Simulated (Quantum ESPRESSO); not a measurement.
# MoS2 (R-3m) in Quantum ESPRESSO: equation of state

How stiff is MoS2 in PBE, and what volume does it want? The cell is scaled to several volumes.

Program: Quantum ESPRESSO 7.5. These are calculated values, not measurements. Logs are shortened: lines on timing, memory, paths and dates and some standing lists are left out, and cuts for length are marked.

### 1 The crystal as given

Symmetry: R-3m, No. 166, trigonal system. The conventional cell has a = 3.171 Å, b = 3.171 Å, c = 18.345 Å, α = 90.00°, β = 90.00°, γ = 120.00°. Around Mo (site symmetry -3m) lie 6 S at 2.39 Å. S (site symmetry 3m) is surrounded by 3 Mo at 2.39 Å.

Measurements of this composition are mostly on another form, of space group No. 194.

### 2 Single point, PBE, 16.68 Å³/atom

The input, pw.in:

```
&CONTROL
  calculation = 'scf'
  prefix = 'pwscf'
  outdir = './tmp'
  pseudo_dir = './pseudo'
  tprnfor = .true.
  tstress = .true.
  disk_io = 'nowf'
/
&SYSTEM
  ibrav = 0
  nat = 3
  ntyp = 2
  ecutwfc = 60
  ecutrho = 440
  nbnd = 20
  occupations = 'smearing'
  smearing = 'fd'
  degauss = 0.00367493
/
&ELECTRONS
  conv_thr = 6d-10
  electron_maxstep = 120
  mixing_beta = 0.5
/
ATOMIC_SPECIES
Mo    95.9500 Mo_ONCV_PBE-1.0.oncvpsp.upf
S     32.0600 s_pbe_v1.4.uspp.F.UPF
CELL_PARAMETERS angstrom
   1.5531337754    0.8967022033    5.9901657895
  -1.5531337754    0.8967022033    5.9901657895
   0.0000000000   -1.7934044066    5.9901657895
ATOMIC_POSITIONS crystal
Mo     0.0000000000    0.0000000000    0.0000000000
S      0.2500000000    0.2500000000    0.2500000000
S      0.7500000000    0.7500000000    0.7500000000
K_POINTS automatic
10 10 10 0 0 0
```

Potentials or basis: SSSP 1.3 efficiency PBE.

Started as:

```
$ OMP_NUM_THREADS=1 mpirun -n 2 pw.x -nk 2 -in pw.in > pw.out
```

pw.out:

```text
This program is part of the open-source Quantum ESPRESSO suite
     for quantum simulation of materials; please cite
         "P. Giannozzi et al., J. Phys.:Condens. Matter 21 395502 (2009);
         "P. Giannozzi et al., J. Phys.:Condens. Matter 29 465901 (2017);
         "P. Giannozzi et al., J. Chem. Phys. 152 154105 (2020);
     in publications or presentations arising from this work. More details at

     Message from routine setup:
     using ibrav=0 with symmetry is DISCOURAGED, use correct ibrav instead

     K-points division:     npool     =       2
     Subspace diagonalization in iterative solution of the eigenvalue problem:
     a serial algorithm will be used

     G-vector sticks info
     --------------------
     sticks:   dense  smooth     PW     G-vecs:    dense   smooth      PW
     Sum        2359    1283    429                52653    21295    3997

     Using Slab Decomposition

     bravais-lattice index     =            0
     lattice parameter (alat)  =      11.8162  a.u.
     unit-cell volume          =     337.7877 (a.u.)^3
     number of atoms/cell      =            3
     number of atomic types    =            2
     number of electrons       =        26.00
     number of Kohn-Sham states=           20
     kinetic-energy cutoff     =      60.0000  Ry
     charge density cutoff     =     440.0000  Ry
     scf convergence threshold =      6.0E-10
     mixing beta               =       0.5000
     number of iterations used =            8  plain     mixing
     Exchange-correlation=  SLA  PW   PBX  PBC
                           (   1   4   3   4   0   0   0)

     celldm(1)=  11.816212  celldm(2)=   0.000000  celldm(3)=   0.000000
     celldm(4)=   0.000000  celldm(5)=   0.000000  celldm(6)=   0.000000

     crystal axes: (cart. coord. in units of alat)
               a(1) = (   0.248387   0.143406   0.957987 )
               a(2) = (  -0.248387   0.143406   0.957987 )
               a(3) = (   0.000000  -0.286813   0.957987 )

     reciprocal axes: (cart. coord. in units 2 pi/alat)
               b(1) = (  2.012985  1.162197  0.347952 )
               b(2) = ( -2.012985  1.162197  0.347952 )
               b(3) = (  0.000000 -2.324395  0.347952 )

     PseudoPot. # 1 for Mo read from file:
     Mo_ONCV_PBE-1.0.oncvpsp.upf
     Pseudo is Norm-conserving, Zval = 14.0
     Generated using ONCVPSP code by D. R. Hamann
     Using radial grid of 1526 points,  6 beta functions with:
                l(1) =   0
                l(2) =   0
                l(3) =   1
                l(4) =   1
                l(5) =   2
                l(6) =   2

     PseudoPot. # 2 for S  read from file:
     s_pbe_v1.4.uspp.F.UPF
     Pseudo is Ultrasoft + core correction, Zval =  6.0
     Generated by new atomic code, or converted to UPF format
     Using radial grid of  907 points,  6 beta functions with:
                l(1) =   0
                l(2) =   0
                l(3) =   1
                l(4) =   1
                l(5) =   2
                l(6) =   2
     Q(r) pseudized with  8 coefficients,  rinner =    1.300   1.300   1.300
                                                       1.300   1.300

     atomic species   valence    mass     pseudopotential
     Mo               14.00    95.95000     Mo( 1.00)
     S                 6.00    32.06000     S ( 1.00)

     12 Sym. Ops., with inversion, found

   Cartesian axes

     site n.     atom                  positions (alat units)
         1        Mo     tau(   1) = (   0.0000000   0.0000000   0.0000000  )
         2        S      tau(   2) = (   0.0000000   0.0000000   0.7184899  )
         3        S      tau(   3) = (  -0.0000000   0.0000000   2.1554698  )

     number of k points=   116  Fermi-Dirac smearing, width (Ry)=  0.0037

     Number of k-points >= 100: set verbosity='high' to print them.

     Dense  grid:    52653 G-vectors     FFT dimensions: (  80,  80,  80)

     Smooth grid:    21295 G-vectors     FFT dimensions: (  60,  60,  60)

     Initial potential from superposition of free atoms

     starting charge      25.9989, renormalised to      26.0000
     Starting wfcs are   18 randomized atomic wfcs +    2 random wfcs

     Self-consistent Calculation

     iteration #  1     ecut=    60.00 Ry     beta= 0.50
     Davidson diagonalization with overlap
     ethr =  1.00E-02,  avg # of iterations =  4.8

     Threshold (ethr) on eigenvalues was too large:
     Diagonalizing with lowered threshold

     Davidson diagonalization with overlap
     ethr =  4.42E-04,  avg # of iterations =  2.2

     total energy              =    -185.41597402 Ry
     estimated scf accuracy    <       0.12395722 Ry

     iteration #  2     ecut=    60.00 Ry     beta= 0.50
     Davidson diagonalization with overlap
     ethr =  4.77E-04,  avg # of iterations =  3.0

     total energy              =    -185.41725973 Ry
     estimated scf accuracy    <       0.16518839 Ry

     iteration #  3     ecut=    60.00 Ry     beta= 0.50
     Davidson diagonalization with overlap
     ethr =  4.77E-04,  avg # of iterations =  2.0

     total energy              =    -185.44853124 Ry
     estimated scf accuracy    <       0.02494562 Ry

     iteration #  4     ecut=    60.00 Ry     beta= 0.50
     Davidson diagonalization with overlap
     ethr =  9.59E-05,  avg # of iterations =  1.4

     total energy              =    -185.45169842 Ry
     estimated scf accuracy    <       0.00063223 Ry

     iteration #  5     ecut=    60.00 Ry     beta= 0.50
     Davidson diagonalization with overlap
     ethr =  2.43E-06,  avg # of iterations =  6.5

     total energy              =    -185.45176499 Ry
     estimated scf accuracy    <       0.00002864 Ry

     iteration #  6     ecut=    60.00 Ry     beta= 0.50
     Davidson diagonalization with overlap
     ethr =  1.10E-07,  avg # of iterations =  3.0

     total energy              =    -185.45177533 Ry
     estimated scf accuracy    <       0.00000313 Ry

     iteration #  7     ecut=    60.00 Ry     beta= 0.50
     Davidson diagonalization with overlap
     ethr =  1.20E-08,  avg # of iterations =  3.6

     total energy              =    -185.45177645 Ry
     estimated scf accuracy    <       0.00000010 Ry

     iteration #  8     ecut=    60.00 Ry     beta= 0.50
     Davidson diagonalization with overlap
     ethr =  3.94E-10,  avg # of iterations =  3.8

     total energy              =    -185.45177650 Ry
     estimated scf accuracy    <       0.00000001 Ry

     iteration #  9     ecut=    60.00 Ry     beta= 0.50
     Davidson diagonalization with overlap
     ethr =  5.58E-11,  avg # of iterations =  2.2

     total energy              =    -185.45177650 Ry
     estimated scf accuracy    <          1.8E-09 Ry

     iteration # 10     ecut=    60.00 Ry     beta= 0.50
     Davidson diagonalization with overlap
     ethr =  6.87E-12,  avg # of iterations =  2.1

     End of self-consistent calculation

     Number of k-points >= 100: set verbosity='high' to print the bands.

     the Fermi energy is    12.3757 ev

!    total energy              =    -185.45177650 Ry
     estimated scf accuracy    <          1.3E-11 Ry
     smearing contrib. (-TS)   =      -0.00042619 Ry
     internal energy E=F+TS    =    -185.45135031 Ry

     The total energy is F=E-TS. E is the sum of the following terms:
     one-electron contribution =     -85.27363691 Ry
     hartree contribution      =      54.39507534 Ry
     xc contribution           =     -32.80307208 Ry
     ewald contribution        =    -121.76971666 Ry

     convergence has been achieved in  10 iterations

     Forces acting on atoms (cartesian axes, Ry/au):

     atom    1 type  1   force =    -0.00000000    0.00000000    0.00000000
     atom    2 type  2   force =    -0.00000000   -0.00000000   -0.08670787
     atom    3 type  2   force =     0.00000000   -0.00000000    0.08670787

     Total force =     0.122623     Total SCF correction =     0.000007

     Computing stress (Cartesian axis) and pressure

          total   stress  (Ry/bohr**3)                   (kbar)     P=      195.14
   0.00118604   0.00000000  -0.00000000          174.47        0.00       -0.00
   0.00000000   0.00118604  -0.00000000            0.00      174.47       -0.00
  -0.00000000   0.00000000   0.00160756           -0.00        0.00      236.48

=------------------------------------------------------------------------------=
   JOB DONE.
=------------------------------------------------------------------------------=
```

It took 2.8 min on 2 MPI ranks of Arm Neoverse V1, shared host; peak memory 0.44 GiB.

What came out:

| Property | Result |
| --- | --- |
| Free energy | -2523.2000 eV |
| Pressure | 19.5 GPa |
| Largest force | 2.229 eV/Å |
| Band gap on the k mesh | none (metal or under the smearing width) |

Caveat: the cell's inner coordinates are idealised or old, which leaves forces on the atoms.

### 3 Single point, PBE, 17.04 Å³/atom

pw.in: that of step 2 with these lines changed.

```diff
@@ -29,5 +29,5 @@
 CELL_PARAMETERS angstrom
-   1.5531337754    0.8967022033    5.9901657895
-  -1.5531337754    0.8967022033    5.9901657895
-   0.0000000000   -1.7934044066    5.9901657895
+   1.5640716975    0.9030172156    6.0323514456
+  -1.5640716975    0.9030172156    6.0323514456
+   0.0000000000   -1.8060344312    6.0323514456
 ATOMIC_POSITIONS crystal
```

Potentials or basis: SSSP 1.3 efficiency PBE.

Started as:

```
$ OMP_NUM_THREADS=1 mpirun -n 2 pw.x -nk 2 -in pw.in > pw.out
```

It took 2.8 min on 2 MPI ranks of Arm Neoverse V1, shared host; peak memory 0.46 GiB.

Results (log left out):

```
Free energy            : -2523.3154 eV
Pressure               : 15.2 GPa
Largest force          : 1.793 eV/Å
Band gap on the k mesh : none (metal or under the smearing width)
```

Caveat: the cell's inner coordinates are idealised or old, which leaves forces on the atoms.

### 4 Single point, PBE, 17.39 Å³/atom

pw.in: that of step 3 with these lines changed.

```diff
@@ -29,5 +29,5 @@
 CELL_PARAMETERS angstrom
-   1.5640716975    0.9030172156    6.0323514456
-  -1.5640716975    0.9030172156    6.0323514456
-   0.0000000000   -1.8060344312    6.0323514456
+   1.5748587398    0.9092451173    6.0739551840
+  -1.5748587398    0.9092451173    6.0739551840
+   0.0000000000   -1.8184902347    6.0739551840
 ATOMIC_POSITIONS crystal
```

Started as:

```
$ OMP_NUM_THREADS=1 mpirun -n 2 pw.x -nk 2 -in pw.in > pw.out
```

Wall time 2.8 min (2 MPI ranks of Arm Neoverse V1, shared host); peak memory 0.46 GiB.

Results (log left out):

```
Free energy            : -2523.4037 eV
Pressure               : 11.4 GPa
Largest force          : 1.389 eV/Å
Band gap on the k mesh : none (metal or under the smearing width)
```

Caveat: the cell's inner coordinates are idealised or old, which leaves forces on the atoms.

### 5 Single point, PBE, 17.75 Å³/atom

pw.in: that of step 4 with these lines changed.

```diff
@@ -29,5 +29,5 @@
 CELL_PARAMETERS angstrom
-   1.5748587398    0.9092451173    6.0739551840
-  -1.5748587398    0.9092451173    6.0739551840
-   0.0000000000   -1.8184902347    6.0739551840
+   1.5855000000    0.9153888518    6.1149966667
+  -1.5855000000    0.9153888518    6.1149966667
+   0.0000000000   -1.8307777036    6.1149966667
 ATOMIC_POSITIONS crystal
```

Started as:

```
$ OMP_NUM_THREADS=1 mpirun -n 2 pw.x -nk 2 -in pw.in > pw.out
```

It took 2.8 min on 2 MPI ranks of Arm Neoverse V1, shared host; peak memory 0.46 GiB.

It converged, with:

- Free energy: -2523.4676 eV
- Pressure: 7.9 GPa
- Largest force: 1.013 eV/Å
- Band gap on the k mesh: none (metal or under the smearing width)

Caveat: the cell's inner coordinates are idealised or old, which leaves forces on the atoms.

### 6 Single point, PBE, 18.10 Å³/atom

pw.in: that of step 5 with these lines changed.

```diff
@@ -29,5 +29,5 @@
 CELL_PARAMETERS angstrom
-   1.5855000000    0.9153888518    6.1149966667
-  -1.5855000000    0.9153888518    6.1149966667
-   0.0000000000   -1.8307777036    6.1149966667
+   1.5960003060    0.9214512063    6.1554945136
+  -1.5960003060    0.9214512063    6.1554945136
+   0.0000000000   -1.8429024126    6.1554945136
 ATOMIC_POSITIONS crystal
```

Potentials or basis: SSSP 1.3 efficiency PBE.

Started as:

```
$ OMP_NUM_THREADS=1 mpirun -n 2 pw.x -nk 2 -in pw.in > pw.out
```

pw.out:

```text
This program is part of the open-source Quantum ESPRESSO suite
     for quantum simulation of materials; please cite
         "P. Giannozzi et al., J. Phys.:Condens. Matter 21 395502 (2009);
         "P. Giannozzi et al., J. Phys.:Condens. Matter 29 465901 (2017);
         "P. Giannozzi et al., J. Chem. Phys. 152 154105 (2020);
     in publications or presentations arising from this work. More details at

     Message from routine setup:
     using ibrav=0 with symmetry is DISCOURAGED, use correct ibrav instead

     K-points division:     npool     =       2
     Subspace diagonalization in iterative solution of the eigenvalue problem:
     a serial algorithm will be used

     G-vector sticks info
     --------------------
     sticks:   dense  smooth     PW     G-vecs:    dense   smooth      PW
     Sum        2491    1347    437                57173    23037    4269

     Using Slab Decomposition

     bravais-lattice index     =            0
     lattice parameter (alat)  =      12.1423  a.u.
     unit-cell volume          =     366.5356 (a.u.)^3
     number of atoms/cell      =            3
     number of atomic types    =            2
     number of electrons       =        26.00
     number of Kohn-Sham states=           20
     kinetic-energy cutoff     =      60.0000  Ry
     charge density cutoff     =     440.0000  Ry
     scf convergence threshold =      6.0E-10
     mixing beta               =       0.5000
     number of iterations used =            8  plain     mixing
     Exchange-correlation=  SLA  PW   PBX  PBC
                           (   1   4   3   4   0   0   0)

[... 51 lines left out ...]

     number of k points=   116  Fermi-Dirac smearing, width (Ry)=  0.0037

     Number of k-points >= 100: set verbosity='high' to print them.

     Dense  grid:    57173 G-vectors     FFT dimensions: (  81,  81,  81)

     Smooth grid:    23037 G-vectors     FFT dimensions: (  60,  60,  60)

     Initial potential from superposition of free atoms

     starting charge      25.9989, renormalised to      26.0000
     Starting wfcs are   18 randomized atomic wfcs +    2 random wfcs

     Self-consistent Calculation

     iteration #  1     ecut=    60.00 Ry     beta= 0.50
     Davidson diagonalization with overlap
     ethr =  1.00E-02,  avg # of iterations =  5.0

     Threshold (ethr) on eigenvalues was too large:
     Diagonalizing with lowered threshold

     Davidson diagonalization with overlap
     ethr =  3.18E-04,  avg # of iterations =  2.6

     total energy              =    -185.45439350 Ry
     estimated scf accuracy    <       0.09099696 Ry
[... 57 lines left out ...]
     iteration # 10     ecut=    60.00 Ry     beta= 0.50
     Davidson diagonalization with overlap
     ethr =  1.14E-11,  avg # of iterations =  2.0

     End of self-consistent calculation

     Number of k-points >= 100: set verbosity='high' to print the bands.

     the Fermi energy is    10.9627 ev

!    total energy              =    -185.47452097 Ry
     estimated scf accuracy    <          4.6E-11 Ry
     smearing contrib. (-TS)   =      -0.00045276 Ry
     internal energy E=F+TS    =    -185.47406821 Ry

     The total energy is F=E-TS. E is the sum of the following terms:
     one-electron contribution =     -89.75213874 Ry
     hartree contribution      =      55.37397683 Ry
     xc contribution           =     -32.59676877 Ry
     ewald contribution        =    -118.49913753 Ry

     convergence has been achieved in  10 iterations

     Forces acting on atoms (cartesian axes, Ry/au):

     atom    1 type  1   force =    -0.00000000   -0.00000000    0.00000000
     atom    2 type  2   force =     0.00000000   -0.00000000   -0.02586662
     atom    3 type  2   force =     0.00000000    0.00000000    0.02586662

     Total force =     0.036581     Total SCF correction =     0.000002

     Computing stress (Cartesian axis) and pressure

          total   stress  (Ry/bohr**3)                   (kbar)     P=       47.24
   0.00023069   0.00000000  -0.00000000           33.93        0.00       -0.00
   0.00000000   0.00023069  -0.00000000            0.00       33.93       -0.00
  -0.00000000  -0.00000000   0.00050193           -0.00       -0.00       73.84

=------------------------------------------------------------------------------=
   JOB DONE.
=------------------------------------------------------------------------------=
```

Run time: 2.9 min. Hardware: 2 MPI ranks of Arm Neoverse V1, shared host; peak memory 0.48 GiB.

What came out:

```
Free energy            : -2523.5094 eV
Pressure               : 4.7 GPa
Largest force          : 0.665 eV/Å
Band gap on the k mesh : none (metal or under the smearing width)
```

Caveat: the cell's inner coordinates are idealised or old, which leaves forces on the atoms.

### 7 Single point, PBE, 18.46 Å³/atom

pw.in: that of step 6 with these lines changed.

```diff
@@ -29,5 +29,5 @@
 CELL_PARAMETERS angstrom
-   1.5960003060    0.9214512063    6.1554945136
-  -1.5960003060    0.9214512063    6.1554945136
-   0.0000000000   -1.8429024126    6.1554945136
+   1.6063642348    0.9274348234    6.1954663772
+  -1.6063642348    0.9274348234    6.1954663772
+   0.0000000000   -1.8548696467    6.1954663772
 ATOMIC_POSITIONS crystal
```

Started as:

```
$ OMP_NUM_THREADS=1 mpirun -n 2 pw.x -nk 2 -in pw.in > pw.out
```

It took 2.7 min on 2 MPI ranks of Arm Neoverse V1, shared host; peak memory 0.48 GiB.

The run converged. Its results:

| Item | Value |
| --- | --- |
| Free energy | -2523.5314 eV |
| Pressure | 1.9 GPa |
| Largest force | 0.342 eV/Å |
| Band gap on the k mesh | none (metal or under the smearing width) |

Caveat: the cell's inner coordinates are idealised or old, which leaves forces on the atoms.

### 8 Single point, PBE, 18.81 Å³/atom

pw.in: that of step 7 with these lines changed.

```diff
@@ -29,5 +29,5 @@
 CELL_PARAMETERS angstrom
-   1.6063642348    0.9274348234    6.1954663772
-  -1.6063642348    0.9274348234    6.1954663772
-   0.0000000000   -1.8548696467    6.1954663772
+   1.6165961300    0.9333422108    6.2349290104
+  -1.6165961300    0.9333422108    6.2349290104
+   0.0000000000   -1.8666844216    6.2349290104
 ATOMIC_POSITIONS crystal
```

Started as:

```
$ OMP_NUM_THREADS=1 mpirun -n 2 pw.x -nk 2 -in pw.in > pw.out
```

Run time: 2.8 min. Hardware: 2 MPI ranks of Arm Neoverse V1, shared host; peak memory 0.52 GiB.

The run converged. Its results:

| Quantity | Value |
| --- | --- |
| Free energy | -2523.5353 eV |
| Pressure | -0.7 GPa |
| Largest force | 0.041 eV/Å |
| Band gap on the k mesh | none (metal or under the smearing width) |

Caveat: the cell's inner coordinates are idealised or old, which leaves forces on the atoms.

### 9 Equation of state, PBE

Potentials or basis: SSSP 1.3 efficiency PBE.

No new run: the results of the series are fitted here.

What came out:

| Quantity | Value |
| --- | --- |
| Equilibrium volume | 18.72 Å³/atom |
| Bulk modulus at fixed shape and positions | 132 GPa |
| Pressure derivative of the bulk modulus | 4.3 |

Energy against volume, from the lowest point:
```
volume (Å³/atom)  energy (meV/atom)
          16.685             111.79
          17.040              73.32
          17.395              43.88
          17.750              22.59
          18.105               8.64
          18.460               1.33
          18.815               0.00
```

Caveat: the cell was scaled at fixed shape and fractional positions, which overstates the stiffness of a crystal with free parameters, most of all of layers and chains; the cell's inner coordinates are idealised or old, which leaves forces on the atoms.
